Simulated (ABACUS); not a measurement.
The system is Pt.

```xyz
1
Lattice="0.0000 1.9609 1.9609 1.9609 0.0000 1.9609 1.9609 1.9609 0.0000" Properties=species:S:1:pos:R:3 pbc="T T T"
Pt    0.0000    0.0000    0.0000
```

Base run:

```yaml
Program: ABACUS 3.10.1
Functional: PBE
Potentials_or_basis: Ansatz NC PBE
Cutoff: 1143 eV
Density_cutoff: 4572 eV
Basis: plane waves
k_mesh: 10 × 10 × 10
Occupations: fermi-dirac, width 0.05 eV
Spin: no spin polarisation
```

Its results: band gap on the k mesh none (metal or under the smearing width); pressure 10.4 GPa.

Problem. After a change of settings the same cell gave: band gap on the k mesh none (metal or under the smearing width); pressure -1.8 GPa. Which change was it?
A. functional from PBE to rPW86PBE; potentials or basis from Ansatz NC PBE to PseudoDojo NC SR 0.4.1 PBE standard
B. functional from PBE to AM05; potentials or basis from Ansatz NC PBE to GBRV ultrasoft 1.5 PBEsol; cutoff from 1143 eV to 544 eV; density cutoff from 4572 eV to 4354 eV; valence electrons from 18 to 16
C. functional from PBE to PBEsol; potentials or basis from Ansatz NC PBE to GBRV ultrasoft 1.5 PBE; cutoff from 1143 eV to 544 eV; density cutoff from 4572 eV to 4354 eV; valence electrons from 18 to 16
D. functional from PBE to LDA-PW92; potentials or basis from Ansatz NC PBE to GBRV ultrasoft 1.5 LDA; cutoff from 1143 eV to 544 eV; density cutoff from 4572 eV to 4354 eV; valence electrons from 18 to 16

Solution. C.

Caveats: the potentials were made for another functional, which shifts forces and pressure (some runs).

Not every run made on this cell is shown here.
